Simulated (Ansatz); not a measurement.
TiAl3, 4 atoms in the cell. The typed cell holds 4 atoms: a = 3.956 Å, b = 3.956 Å, c = 3.956 Å, α = 90.00°, β = 90.00°, γ = 90.00°. The cell comes from a database or a generator and needn't be the stable form of this composition. The cell isn't the ideal one: atoms moved at random, drawn with an rms of 0.05 Å.

```yaml
Program: Ansatz 0.2.0
Task: single point
Functional: PBE
Potentials_or_basis: Ansatz PAW
Cutoff: "420 eV (not typed: the program's choice for these potentials)"
k_mesh: 7 × 7 × 7
Occupations: fermi-dirac, width 0.05 eV
Spin: no spin polarisation
```

Potentials or basis: Ansatz PAW.

Launch:

```bash
$ ansatz run input.yaml --threads 2 --pin off --max-ram 5120MiB --backend cpu --events-out ev --progress --plain --runs-dir out
```

Hardware: 2 threads of AMD EPYC 7B13 (Zen 3) (shared host).

Question: Estimate the wall time of this run.

Answer: It took 5.2 s on 2 threads of AMD EPYC 7B13 (Zen 3), with other jobs on the host, peak memory 0.53 GiB. Counts: scf iterations 6, plane waves 1213, k points 172, bands 15.
